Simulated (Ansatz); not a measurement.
**Ta under changes of volume**

One of the cells (18.819 Å³/atom); the others are scaled copies at fixed shape and fractional positions:

```
CELL_PARAMETERS angstrom
2.90037 0.00000 0.00000
-1.45019 2.51180 0.00000
0.00000 0.00000 5.16627
ATOMIC_POSITIONS crystal
Ta 0.33333 0.66667 0.25000
Ta 0.66667 0.33333 0.75000
```

This isn't the form of Ta at room conditions, which is bcc.

| Property | Result |
| --- | --- |
| Program | Ansatz 0.2.0 |
| Functional | PBEsol |
| Potentials or basis | all-electron LAPW, scalar-relativistic |
| Cutoff | 273 eV (chosen from the basis error) |
| Basis error allowed | 0.0005 eV/atom |
| k mesh | 11 × 11 × 5 |
| Occupations | fermi-dirac, width 0.05 eV |
| Spin | no spin polarisation |

```csv
volume (Å³/atom),energy over the lowest point (meV/atom),pressure (GPa)
17.689,5.64,4.8
18.066,0.00,0.3
18.442,4.29,-3.7
18.819,17.57,-7.3
19.195,?,?
19.571,67.68,-13.6
19.948,103.00,-16.3
```

Question: What does the run at 19.195 Å³/atom give?

Answer: Energy over the lowest point 38.96 meV/atom; pressure -10.6 GPa.

Worked out: A Birch-Murnaghan fit of order 3 (a polynomial in V^(-2/3)) to the other rows has its minimum at 18.08 Å³/atom with B0 = V·E''(V) = 203 GPa and B' = 4.0 at fixed shape and positions, which overstates the stiffness. It gives 38.98 meV/atom at 19.195 Å³/atom, against the run's 38.96, and -dE/dV = -10.7 GPa, against -10.6.

Energies are extrapolated to zero smearing.

The runs don't all hold the same shells in valence.
